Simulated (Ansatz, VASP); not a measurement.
# Two plane-wave programs on HgTe

```xyz
2
Lattice="0.0000 3.1800 3.1800 3.1800 0.0000 3.1800 3.1800 3.1800 0.0000" Properties=species:S:1:pos:R:3 pbc="T T T"
Hg    0.0000    0.0000    0.0000
Te    3.1800    3.1800    3.1800
```

Measurements of this composition are mostly on another form, of space group No. 216.

Alike in both runs: functional PBE; k mesh 8 × 8 × 8; occupations fermi-dirac, width 0.02 eV; no spin polarisation.

Ansatz relaxed the structure, and its values are those at the end. VASP's run is a single point on that final structure, the one shown.

|  | VASP | Ansatz |
| --- | --- | --- |
| version | VASP 6.6.1 | Ansatz 0.2.0 |
| potentials or method | VASP PAW PBE potentials, release 64 (Hg, Te) | plane-wave PAW, scalar-relativistic |
| plane-wave cutoff (eV) | 520 | 420 |
| valence electrons in the cell | 18 | 36 |

Ansatz gave:

* pressure (GPa): -3.6

Question: Estimate VASP's values.

Answer: Pressure (GPa): -3.5.

The two sets of potentials don't hold the same shells in valence. Ansatz warned: «gradients_without_spin_orbit».

Spin-orbit coupling is left out, which matters for the levels of Hg, Te.
